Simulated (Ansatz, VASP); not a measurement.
**One calculation of Pd, two programs**

```
Pd
1.0
    -1.54199    1.54199    1.54199
     1.54199   -1.54199    1.54199
     1.54199    1.54199   -1.54199
Pd
1
Direct
  0.00000 0.00000 0.00000
```

Alike in both runs: functional PBEsol; k mesh 24 × 24 × 24; occupations gaussian, width 0.1 eV; no spin polarisation.

Ansatz relaxed the structure, and its values are those at the end. VASP's run is a single point on that final structure, the one shown.

|  | VASP | Ansatz |
| --- | --- | --- |
| version | VASP 6.6.1 | Ansatz 0.2.0 |
| potentials or method | VASP PAW PBE potentials, release 64 (Pd) | scalar-relativistic, plane waves, PAW |
| plane-wave cutoff (eV) | 520 | 420 |
| valence electrons in the cell | 10 | 18 |

Ansatz gave:

| Item | Value |
| --- | --- |
| gap on the k mesh at the Fermi level (eV) | none |
| pressure (GPa) | 0.0 |

Q: What did VASP give for the same quantities?

A: gap on the k mesh at the Fermi level (eV): none; pressure (GPa): -0.4.

A gap of «none» marks a metal or a gap that the smearing closes. The two sets of potentials don't hold the same shells in valence.

Caveats: the PAW data sets were made with another functional, which shifts forces and pressure a little (VASP).
